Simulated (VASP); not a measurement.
# GaSb: restarted molecular dynamics, 2 variants

GaSb, F-43m (no. 216), 8 atoms in the cell. PBE, molecular dynamics; PAW potentials Sb, Ga (PBE set).

| Restart from | Temperature at the end (K) | The same without a restart (K) | Potential energy at the end (eV/atom) | The same without a restart (eV/atom) | Electronic steps in the first step after the restart | Time (s) |
|---|---|---|---|---|---|---|
| CONTCAR with velocities, WAVECAR read | 585.0 | 585.0 | -3.47592 | -3.47593 | 4 | 333 |
| CONTCAR with velocities, no WAVECAR | 585.0 | 585.0 | -3.47593 | -3.47593 | 14 | 332 |

Limits: 180 fs of 8 atoms are too short for converged averages.

## Input of the first row

INCAR.step1:
```
  GGA = PE
  PREC = Normal
  ENCUT = 200
  EDIFF = 1E-6
  NELMIN = 4
  NELM = 60
  ALGO = Normal
  LREAL = Auto
  LASPH = T
  ISMEAR = 0
  SIGMA = 0.05
  ISYM = 0
  LWAVE = T
  LCHARG = F
  IBRION = 0
  NSW = 30
  POTIM = 3.0
  TEBEG = 1600
  ISIF = 2
  RANDOM_SEED = 57606 0 0
  MDALGO = 2
  SMASS = -3
  KPAR = 2
```

INCAR.step2, as INCAR.step1 but for:
```
- LWAVE = T
+ LWAVE = F
```

KPOINTS:
```
k-points
0
Monkhorst-Pack
  2 2 2
```

POSCAR.step1:
```
GaSb
1.0
    6.1180000000      0.0000000000      0.0000000000
    0.0000000000      6.1180000000      0.0000000000
    0.0000000000      0.0000000000      6.1180000000
Sb Ga
4 4
Direct
    0.2500000000      0.2500000000      0.2500000000
    0.2500000000      0.7500000000      0.7500000000
    0.7500000000      0.2500000000      0.7500000000
    0.7500000000      0.7500000000      0.2500000000
    0.0000000000      0.0000000000      0.0000000000
    0.0000000000      0.5000000000      0.5000000000
    0.5000000000      0.0000000000      0.5000000000
    0.5000000000      0.5000000000      0.0000000000
```

Commands (each step's output is kept before the next begins):
```
cat potpaw_PBE.64/Sb/POTCAR potpaw_PBE.64/Ga/POTCAR > POTCAR
cp INCAR.step1 INCAR
cp POSCAR.step1 POSCAR
mpirun -np 2 vasp_std > vasp.out
cp CONTCAR POSCAR
cp INCAR.step2 INCAR
mpirun -np 2 vasp_std > vasp.out
```

Changes of the last row against the first:
```
(step 1)
- LWAVE = True
+ LWAVE = False
```

VASP 6.6.1 took 333 s on 2 cores (Intel Xeon Platinum 8175M @ 2.50GHz (Skylake/Cascade Lake)), a shared host.
